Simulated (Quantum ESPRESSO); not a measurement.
Crystal: CsPbCl3.

```
Pb Cs Cl
1.0
     5.60500    0.00000    0.00000
     0.00000    5.60500    0.00000
     0.00000    0.00000    5.60500
Pb Cs Cl
1 1 3
Direct
  0.50000 0.50000 0.50000
  0.00000 0.00000 0.00000
  0.50000 0.00000 0.50000
  0.00000 0.50000 0.50000
  0.50000 0.50000 0.00000
```

Base run:

| Item | Value |
| --- | --- |
| Program | Quantum ESPRESSO 7.5 |
| Functional | BLYP |
| Potentials or basis | PseudoDojo 0.4.1 SR PBE standard |
| Cutoff | 789 eV |
| Density cutoff | 3157 eV |
| k mesh | 4 × 4 × 4, shifted |
| Occupations | fermi-dirac, width 0.05 eV |
| Spin | no spin polarisation |

Its results: pressure 3.2 GPa; electronic dielectric tensor (diagonal) 3.40.

Task: The run is repeated on the same cell with these changes: functional from BLYP to WC. What comes out?

Result: Pressure 0.3 GPa; electronic dielectric tensor (diagonal) 3.50.

WC binds more tightly than BLYP, so the same cell stands under less pressure.

Caveats: the potentials were made for another functional, which shifts forces and pressure; the cell is more than 3 GPa from zero pressure, which shifts response properties (some runs).
